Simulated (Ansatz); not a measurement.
Crystal: TiO2.

```
Ti O
1.0
     2.96826    0.00000    0.00000
     0.00021    4.70761    0.00000
     1.48357    0.24235    7.08346
Ti O
3 6
Direct
  0.00337 0.00039 0.00070
  0.34464 0.48026 0.31696
  0.66171 0.52047 0.68450
  0.44004 0.18544 0.12854
  0.77793 0.29773 0.45188
  0.10124 0.30895 0.80624
  0.90650 0.69184 0.19517
  0.22941 0.70301 0.54951
  0.56803 0.81530 0.87283
```

The cell comes from a database or a generator and needn't be the stable form of this composition.

Base run:

| Item | Value |
| --- | --- |
| Program | Ansatz 0.2.0 |
| Functional | PBE |
| Potentials or basis | Ansatz PAW |
| Cutoff | 420 eV (not typed: the program's choice for these potentials) |
| k mesh | 9 × 6 × 4 |
| Occupations | gaussian, width 0.015 eV |
| Spin | no spin polarisation |

Its results: band gap on the k mesh 2.27 eV, indirect (least direct gap 2.32 eV); pressure 3.7 GPa; largest force 0.119 eV/Å.

Q: The run is repeated on the same cell with these changes: functional from PBE to revPBE; occupations from gaussian, width 0.015 eV to fermi-dirac, width 0.05 eV. What comes out?

A: Band gap on the k mesh 2.29 eV, indirect (least direct gap 2.35 eV); pressure 7.2 GPa; largest force 0.260 eV/Å.

Caveats: odd divisions of the mesh miss points on the zone boundary, where band edges often lie, so the gap on the mesh can be too wide (some runs); the PAW data sets come from PBE, with cores solved anew for the run's functional, which leaves a small shift of forces and pressure (some runs).
